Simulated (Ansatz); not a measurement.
Crystal: CdTe.

```
Te Cd
1.0
     0.00000    3.20500    3.20500
     3.20500    0.00000    3.20500
     3.20500    3.20500    0.00000
Te Cd
1 1
Direct
  0.75000 0.75000 0.75000
  0.00000 0.00000 0.00000
```

Below is the output of Ansatz 0.2.0 for this cell. Logs are shortened: lines on timing, memory, paths and dates and some standing lists are left out, and cuts for length are marked.

```text
Warning: RAYON_NUM_THREADS=2 ignored (pool sized by the plan → 2); use --threads N
Engine: ansatz 0.2.0, x86_64-unknown-linux-gnu
Pseudopotentials: kind: paw
Pseudopotential: Te, paw, valence charge 16, recommended cutoff 420 eV (normal), Te.paw.azcp
Pseudopotential: Cd, paw, valence charge 20, recommended cutoff 420 eV (normal), Cd.paw.azcp
Functional definition: PBE
  parameter kappa = 0.804
  parameter beta = 0.06672455060314922
  exchange = pbe_x(kappa = kappa, mu = beta*pi^2/3)
  correlation = pbe_c(beta = beta)
Crystal: 2 atoms, lattice volume = 65.844 Å³
Basis set: ecut = 420 eV, 1243 PW (Γ), exchange–correlation on 64×64×64 points (8 copies of the dense FFT grid, shifted against one another)
Bands: 22, of which v1, the nominal top of the filled ones, is band 18 counted from 1 (17 counted from 0)
Symmetry: 24 space group operations
Space group: F-43m (ITA 216), of the structure as read, at distance tolerance 4.0e-5 Å
k-points: 20 of 343 (time reversal used)
Non-local potential: Te, projectors of the file, l = 0: 2, l = 1: 2, l = 2: 2, l = 3: 2
Non-local potential: Cd, projectors of the file, l = 0: 3, l = 1: 2, l = 2: 2, l = 3: 1
PAW form: soft (Blöchl's): semilocal exchange-correlation on the pseudo side does not see the compensation charge
PAW one-centre angular grid: Te, 590 points (default); XC on 64 Gauss nodes
PAW one-centre angular grid: Cd, 590 points (default); XC on 64 Gauss nodes
Initial density: superposition of atomic densities (neutral atoms: chi_scale 0, normalization atom), corrected by the library's trained network
Initial wavefunctions: pseudopotential atomic-orbital guess
Functional: x = pbe(κ = 0.804, μ = 0.2195149727645171), c = pbe(β = 0.06672455060314922)
SCF iter   1: F=—  HF=-15235.257777 eV  |F-HF|=—  |Δ(HF+E_count)|=         —  Δρ=1.37e-3  dr2=2.98e-3  ethr=1.77e-3  ⟨swp⟩=6.2  Hψ=2099  notcnv=0
preconditioner: auto → none  [insulator: Δε(μ)=0.855 eV  Ē_g=11.552 eV  σ=0.021 eV  W_gap=1.00  n_scr=14 (ndim 8)  ℏωp=19.4 eV  f_vac=0.179  D(μ)=0.00/eV (n_scr^D=0)  ε∞_Penn≈3.8]
SCF iter   2: F=—  HF=-15235.257163 eV  |F-HF|=—  |Δ(HF+E_count)|=   6.14e-4  Δρ=5.40e-4  dr2=1.98e-4  ethr=8.29e-6  ⟨swp⟩=2.2  Hψ=871  notcnv=0
SCF iter   3: F=—  HF=-15235.257214 eV  |F-HF|=—  |Δ(HF+E_count)|=   5.09e-5  Δρ=2.08e-4  dr2=2.98e-5  ethr=5.51e-7  ⟨swp⟩=2.9  Hψ=784  notcnv=0
SCF iter   4: F=—  HF=-15235.257223 eV  |F-HF|=—  |Δ(HF+E_count)|=   9.06e-6  Δρ=6.90e-5  dr2=2.93e-6  ethr=8.28e-8  ⟨swp⟩=2.0  Hψ=615  notcnv=0
SCF iter   5: F=—  HF=-15235.257232 eV  |F-HF|=—  |Δ(HF+E_count)|=   8.87e-6  Δρ=1.59e-5  dr2=1.14e-7  ethr=8.13e-9  ⟨swp⟩=2.0  Hψ=620  notcnv=0
SCF iter   6: F=-15235.257232 eV  HF=-15235.257232 eV  |F-HF|=2.10e-9  |Δ(HF+E_count)|=   4.88e-7  Δρ=1.86e-6  dr2=1.33e-9  ethr=2.78e-10  ⟨swp⟩=6.5  Hψ=1853  notcnv=0
SCF 1 converged in 6 iterations: F = -15235.257232 eV  dr2 = 1.33e-9
  greatest PAW one-centre occupation: 1.000 electrons in one spin orbital (limit 2), on the Cd atom at site 1 (counted from 0), in its partial waves of l = 0
SCF converged after 6 iterations
Free energy (F): -15235.257232 eV
Harris-Foulkes:  -15235.257232 eV  (|F-HF|=2.10e-9)
Internal energy: -15235.257232 eV  (E = F + TS)
E sigma→0 (E₀):  -15235.257232 eV
Fermi energy:    8.375980 eV
--- Per-component energies (eV) ---
  E_band       = -775.989294
  E_kinetic    = 686.481085
  E_local      = -5346.869088  (includes V_loc(G=0)·N_el)
  E_nonlocal   = -276.798412
  E_hartree    = 2704.016455
  E_xc         = -301.589987
  E_vxc        = -326.551998  (∫ρ·V_xc dr)
  E_paw        = -8745.751779  (= ΣΔE_a)
  E_vpaw       = -920.285173  (= ΣTr[D̂ρ^β])
  E_aug_tail   = -0.000205  (compensation charges beyond the density's cutoff)
  E_ewald      = -3954.745301
  E_smearing   = -0.000000  (= −TS)
  E_closure    = -0.000000  (closes the sum)
  Σ components = -15235.257232   (vs F -15235.257232, Δ=0.00e0)
--- Forces (eV/Å), atoms counted from 1 ---
  atom   1  Te     0.00000000    -0.00000000     0.00000000
  atom   2  Cd    -0.00000000     0.00000000     0.00000000
  max |Σ_I F_I| component: 1.50e-16 eV/Å
--- Stress (GPa, compression-positive) ---
        4.243171      -0.000000      -0.000000
        0.000000       4.243171       0.000000
       -0.000000       0.000000       4.243171
  P = ⅓ Tr σ = 4.2432 GPa (42.432 kbar)
--- Band table (eV; the first three rows and the last of 20) ---
  k-point 0: bands = ["-94.2604", "-55.3235", "-55.3235", "-55.3235", "-28.1557", "-28.1557", "-28.1557", "-28.1464", "-28.1464", "-3.4288", "-0.4575", "-0.4575", "-0.4575", "-0.1710", "-0.1710", "7.9393", "7.9393", "7.9393", "8.8121", "12.5347", "12.5347", "12.5347"]
  k-point 1: bands = ["-94.2604", "-55.3235", "-55.3235", "-55.3235", "-28.1557", "-28.1556", "-28.1556", "-28.1463", "-28.1463", "-3.3478", "-0.4419", "-0.4419", "-0.3952", "-0.1723", "-0.1723", "6.4680", "7.7526", "7.7526", "9.7778", "12.5833", "12.8122", "12.8122"]
  k-point 2: bands = ["-94.2604", "-55.3236", "-55.3235", "-55.3235", "-28.1558", "-28.1555", "-28.1555", "-28.1463", "-28.1463", "-3.1651", "-0.4104", "-0.4104", "-0.1785", "-0.1704", "-0.1704", "4.7229", "7.3950", "7.3950", "9.9649", "13.1542", "13.1542", "13.7571"]
  k-point 19: bands = ["-94.2604", "-55.3236", "-55.3235", "-55.3235", "-28.1558", "-28.1555", "-28.1550", "-28.1463", "-28.1460", "-2.8814", "-0.3316", "-0.3155", "-0.2057", "-0.1683", "0.4248", "3.6112", "5.2845", "6.0113", "11.6631", "12.7962", "13.9008", "14.6953"]
```

Task: What input gives this log?

Result: Single point with PBE, no spin polarisation. The files as run (others can give the same):

input.yaml
```yaml
crystal:
  lattice:
    - [0.0, 3.205, 3.205]
    - [3.205, 0.0, 3.205]
    - [3.205, 3.205, 0.0]
  atoms:
    - { symbol: Te, position: [0.75, 0.75, 0.75] }
    - { symbol: Cd, position: [0.0, 0.0, 0.0] }
hamiltonian:
  xc: pbe
  pseudopotentials: { kind: paw }
kpoints:
  mp_grid: { grid: [7, 7, 7] }
scf:
  occupations: { method: gaussian, width: 0.021 }
output:
  forces: true
  stress: true
  eigenvalues: true
```

Potentials or basis: Ansatz PAW.
The run is started by
```bash
$ ansatz run input.yaml --threads 2 --pin off --max-ram 5632MiB --backend cpu --events-out ev --progress --plain --runs-dir out
```

Caveat: odd divisions of the mesh miss points on the zone boundary, where band edges often lie, so the gap on the mesh can be too wide; spin-orbit coupling is left out, which moves the levels of the heavy elements.
